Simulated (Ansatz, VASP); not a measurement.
**Two plane-wave programs on TePb (scan)**

POSCAR

```
TePb
1.0
    0.0000000000      3.2310000000      3.2310000000
    3.2310000000      0.0000000000      3.2310000000
    3.2310000000      3.2310000000      0.0000000000
Te Pb
1 1
Direct
    0.5000000000      0.5000000000      0.5000000000
    0.0000000000      0.0000000000      0.0000000000
```

Contents of INCAR.step1:

```
PREC = Accurate
ENCUT = 600
ISMEAR = 0
SIGMA = 0.02
LREAL = F
LASPH = T
NELM = 100
GGA = PE
ALGO = Normal
EDIFF = 1E-4
LWAVE = T
LCHARG = F
```

INCAR.step2

```
PREC = Accurate
ENCUT = 600
EDIFF = 1E-6
ISMEAR = 0
SIGMA = 0.02
LREAL = F
LASPH = T
NELM = 100
ALGO = Normal
ISIF = 3
LWAVE = F
LCHARG = F
METAGGA = R2SCAN
LMIXTAU = T
IBRION = 2
NSW = 100
EDIFFG = -0.002
ISTART = 1
```

The input KPOINTS:

```
regular mesh
0
Gamma
  8 8 8
```

Input for Ansatz:

```yaml
crystal:
  lattice:
    - [0.0, 3.231, 3.231]
    - [3.231, 0.0, 3.231]
    - [3.231, 3.231, 0.0]
  atoms:
    - { symbol: Te, position: [0.5, 0.5, 0.5] }
    - { symbol: Pb, position: [0.0, 0.0, 0.0] }
basis:
  ecutwfc: 500
kpoints:
  mp_grid: { grid: [8, 8, 8] }
hamiltonian:
  xc: r2scan
scf:
  occupations: { method: gaussian, width: 0.02 }
output:
  forces: true
  stress: true
  eigenvalues: true
  write_density: true
  write_potential: true
  elf: true
  volumetric_format: npy
relax:
  adjacent_minimum: "off"
  f_tol: 0.002
  max_steps: 80
  cell: { stress_tol: 0.02 }
```

Alike in both runs: task relaxation of cell and atoms; functional r2SCAN; k mesh 8 × 8 × 8; occupations gaussian, width 0.02 eV; no spin polarisation.

```csv
,VASP,Ansatz
version,VASP 6.6.1,Ansatz 0.2.0
potentials or method,"VASP PAW PBE potentials, release 64 (Te, Pb_d)","scalar-relativistic, plane waves, PAW"
plane-wave cutoff (eV),600,500
valence electrons in the cell,20,30
```

VASP gave:

- gap on the k mesh at the Fermi level, each at its own relaxed structure (eV): 1.09
- relaxed volume (Å³/atom): 34.89
- relaxed cell length with the largest relative difference (Å): 4.621
- energy change over the relaxation (meV/atom): -5

Task: What did Ansatz give for the same quantities?

Result: gap on the k mesh at the Fermi level, each at its own relaxed structure (eV): 1.09; relaxed volume (Å³/atom): 34.88; relaxed cell length with the largest relative difference (Å): 4.621; energy change over the relaxation (meV/atom): -5.

The two sets of potentials don't hold the same shells in valence.

Caveats: the PAW data sets were made with another functional, which shifts forces and pressure a little (VASP); spin-orbit coupling is left out, which as a rule narrows the gap of such compounds by several tenths of an eV. A k mesh can miss the band edges. Zero-point motion and thermal expansion aren't in these numbers.
